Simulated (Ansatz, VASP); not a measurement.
**GaN in VASP and in Ansatz**

INCAR

```
SYSTEM = GaN
  PREC = Accurate
  ENCUT = 520
  EDIFF = 1E-6
  ISMEAR = 0
  SIGMA = 0.02
  LREAL = .False.
  LASPH = .True.
  NELM = 100
  ALGO = Normal
  ISIF = 2
  LWAVE = .False.
  LCHARG = .False.
  GGA = PS
  NBANDS = 16
```

Contents of KPOINTS:

```
Automatic mesh
0
Gamma
  10 10 10
  0 0 0
```

File POSCAR:

```
GaN
1.0
    0.0000000000      2.2491509466      2.2491509466
    2.2491509466      0.0000000000      2.2491509466
    2.2491509466      2.2491509466      0.0000000000
Ga N
1 1
Direct
    0.0000000000      0.0000000000      0.0000000000
    0.2500000000      0.2500000000      0.2500000000
```

Input for Ansatz:

```yaml
crystal:
  lattice:
    - [0.0, 2.2491509466, 2.2491509466]
    - [2.2491509466, 0.0, 2.2491509466]
    - [2.2491509466, 2.2491509466, 0.0]
  atoms:
    - { symbol: Ga, position: [0.0, 0.0, 0.0] }
    - { symbol: "N", position: [0.25, 0.25, 0.25] }
basis:
  ecutwfc: 420
kpoints:
  mp_grid: { grid: [10, 10, 10] }
  band_path:
    path:
      - [[0.0, 0.0, 0.0], [-0.5, -0.5, 0.0], [-0.375, -0.375, 0.25]]
      - [[-0.375, 0.0, 0.375], [0.0, 0.0, 0.0], [0.0, 0.0, 0.5], [-0.5, -0.25, 0.25], [-0.5, -0.5, 0.0]]
    npoints: 10
hamiltonian:
  xc: pbesol
  pseudopotentials: { kind: paw, azcp: { folder: soft_1 } }
scf:
  occupations: { method: gaussian, width: 0.02 }
  n_extra_bands: 7
output:
  forces: true
  stress: true
  eigenvalues: true
```

Alike in both runs: task single point; functional PBEsol; k mesh 10 × 10 × 10; occupations gaussian, width 0.02 eV; no spin polarisation.

|  | VASP | Ansatz |
| --- | --- | --- |
| version | VASP 6.6.1 | Ansatz 0.2.0 |
| potentials or method | VASP PAW PBE potentials, release 64 (Ga_d, N) | scalar-relativistic, plane waves, PAW |
| plane-wave cutoff (eV) | 520 | 420 |
| valence electrons in the cell | 18 | 18 |

```tsv
	VASP	Ansatz	Ansatz less VASP
gap on the k mesh at the Fermi level (eV)	1.72	1.70	-0.016
least direct gap on the mesh (eV)	1.72	1.70	-0.016
pressure (GPa)	-0.2	0.0	+0.23
```

Ansatz warned: «pseudo_functional_mismatch».

Caveats: the PAW data sets were made with another functional, which shifts forces and pressure a little (VASP). As with any semilocal functional, this PBEsol gap is likely too small.
